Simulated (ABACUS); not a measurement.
Runs of ABACUS 3.10.1 on InPd. Symmetry: Pm-3m, No. 221, cubic system. Conventional cell: a = 3.272 Å, b = 3.272 Å, c = 3.272 Å, α = 90.00°, β = 90.00°, γ = 90.00°. In (site symmetry m-3m) has 8 Pd at 2.83 Å as nearest neighbours. Around Pd (site symmetry m-3m) lie 8 In at 2.83 Å. The cell comes from a database or a generator and needn't be the stable form of this composition.

| task | level | potentials or basis | k mesh | cutoff (eV) | threshold of the eigensolver | path | points for each segment of the path | SCF threshold on the density | eigensolver | gap on the mesh (eV) | pressure (GPa) |
| --- | --- | --- | --- | --- | --- | --- | --- | --- | --- | --- | --- |
| single point | TPSS | SG15 ONCV 1.2 PBE, DZP LCAO (the cutoffs set its grid) | 6 × 6 × 6 | 1361 | - | - | - | 1e-07 | genelpa | none | 2.0 |
| single point | revPBE | SG15 ONCV 1.2 PBE, DZP LCAO (the cutoffs set its grid) | 6 × 6 × 6 | 1361 | - | - | - | 1e-07 | genelpa | none | 9.5 |
| single point | r2SCAN | SG15 ONCV 1.2 PBE, DZP LCAO (the cutoffs set its grid) | 6 × 6 × 6 | 1361 | - | - | - | 1e-07 | genelpa | none | (a) |
| single point | LDA | SG15 ONCV 1.2 PBE, DZP LCAO (the cutoffs set its grid) | 6 × 6 × 6 | 1361 | - | - | - | 1e-07 | genelpa | none | -4.5 |

Alike in all rows: no spin polarisation; cell as given; smearing fermi-dirac 0.05 eV.

Task: Fill in the values left out.

Result: (a) -0.2.

Caveats: the atomic orbitals were generated for these runs and aren't a published set; the potentials were made for another functional, which shifts forces and pressure; the basis of atomic orbitals isn't converged, which shifts pressures, moduli and gaps.

A k mesh can miss the band edges, and the runs leave out spin-orbit coupling on In, Pd.

A gap of «none» marks a metal or a gap under the smearing width.

Runs at the PBE level aren't shown here.
